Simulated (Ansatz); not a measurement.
# ZnS: the cost of one run

Computed with Ansatz 0.2.0 (DFT r2SCAN, scalar-relativistic, plane waves, PAW, unless a step's input says otherwise).

1 further run of the same task is left out (set aside as unsound or not needed). Runs told in other sessions of the task aren't counted.

## 1. The starting structure

The structure is hexagonal, space group P6_3mc (No. 186). Conventional cell: a = 3.807 Å, b = 3.807 Å, c = 6.246 Å, α = 90.00°, β = 90.00°, γ = 120.00°. Around Zn (site symmetry 3m) lie 4 S at 2.33 to 2.34 Å. Around S (site symmetry 3m) lie 4 Zn at 2.33 to 2.34 Å.

Coordinates:

```
CELL_PARAMETERS angstrom
3.80672 0.00000 0.00000
-1.90336 3.29672 0.00000
0.00000 0.00000 6.24574
ATOMIC_POSITIONS crystal
Zn 0.33333 0.66667 0.00539
Zn 0.66667 0.33333 0.50539
S 0.33333 0.66667 0.37961
S 0.66667 0.33333 0.87961
```

This cell was relaxed beforehand with the same method: volume 19.60 Å³/atom, gap on the mesh 2.78 eV.

## 2. The reference cell

Reference values: F = -8466.8882 eV; pressure -0.03 GPa; largest force 0.000 eV/Å; gap on the mesh 2.78 eV. It was computed beforehand with the settings of the runs below.

## 3. Setting up random displacements

All atoms are moved at random with no net shift, in some cells together with a random strain.

## 4. rms move = 0.086 Å

The input, input.yaml:

```yaml
crystal:
  lattice:
    - [3.9653356613, 0.044395489, -0.0161692263]
    - [-1.9442202093, 3.1519566582, 0.1842054784]
    - [-0.0265290483, 0.3336665029, 6.2650997468]
  atoms:
    - { symbol: Zn, position: [0.3355038459, 0.6597779515, -0.0048248203] }
    - { symbol: Zn, position: [0.6749762403, 0.3316638806, 0.5181372515] }
    - { symbol: S, position: [0.3201674922, 0.6852456622, 0.38567386] }
    - { symbol: S, position: [0.6693524216, 0.3233125057, 0.8710137088] }
basis:
  ecutwfc: 500
kpoints:
  mp_grid: { grid: [6, 6, 4] }
hamiltonian:
  xc: r2scan
scf:
  occupations: { method: gaussian, width: 0.05 }
output:
  forces: true
  stress: true
  eigenvalues: true
```

Launch:

```bash
> ansatz run input.yaml --threads 2 --pin off --max-ram 5120MiB --backend cpu --events-out ev --progress --plain --runs-dir out
```

**Question.** How long does this run take on 2 threads of Arm Neoverse V2, shared host, and how much memory does it need?

About 18 s, with a peak of 0.55 GiB.
